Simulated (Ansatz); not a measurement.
Runs of Ansatz 0.2.0 on Sb. It takes space group Pm-3m (No. 221, cubic). The conventional cell has a = 3.160 Å, b = 3.160 Å, c = 3.160 Å, α = 90.00°, β = 90.00°, γ = 90.00°. Around Sb (site symmetry m-3m) lie 6 Sb at 3.16 Å. This isn't the form of Sb at room conditions, which is rhombohedral.

```csv
task,level,spin,fixed moment (μB),cell,k mesh,cutoff (eV),smearing,scf n extra bands,scf mixing preconditioner,basis error allowed,other keys,gap on the mesh (eV),pressure (GPa),moment (μB),relaxed volume (Å³/atom)
relaxation of cell and atoms,RPBE+D3(BJ),"non-collinear, random start",-,relaxed from: volume scaled by 0.92,6 × 6 × 6,-,gaussian 0.05 eV,-,-,0.001 eV/atom,-,-,0.0,0.00,23.40
single point,PBE,off,-,as given,8 × 8 × 8,184,fermi-dirac 0.05 eV,-,-,0.001 eV/atom,-,none,-2.2,-,-
single point,PBE,off,-,cell strained at random at fixed volume,8 × 8 × 8,188,fermi-dirac 0.05 eV,-,-,0.001 eV/atom,-,none,-2.3,-,-
relaxation of cell and atoms,LDA,"collinear, program default start, total moment locked",0.0,relaxed from: volume scaled by 1.04,8 × 8 × 8,-,gaussian 0.05 eV,-,-,0.0005 eV/atom,-,-,-,-,(a)
single point,PBE,"collinear, ferromagnetic start",-,cell strained at random,8 × 8 × 8,192,gaussian 0.15 eV,1,local_kerker,0.001 eV/atom,scf.n_extra_bands = 1; scf.mixing.preconditioner = local_kerker,none,-2.2,0.00,-
```

Alike in all rows: potentials or basis all-electron LAPW, scalar-relativistic.

Task: Estimate the missing entries.

Result: (a) 28.35.

Caveats: the starting moments weren't kept (some runs); the total moment is fixed, so each spin has its own Fermi level (some runs).

A k mesh can miss the band edges, and the runs leave out spin-orbit coupling on Sb.

A gap of «none» marks a metal or a gap under the smearing width.
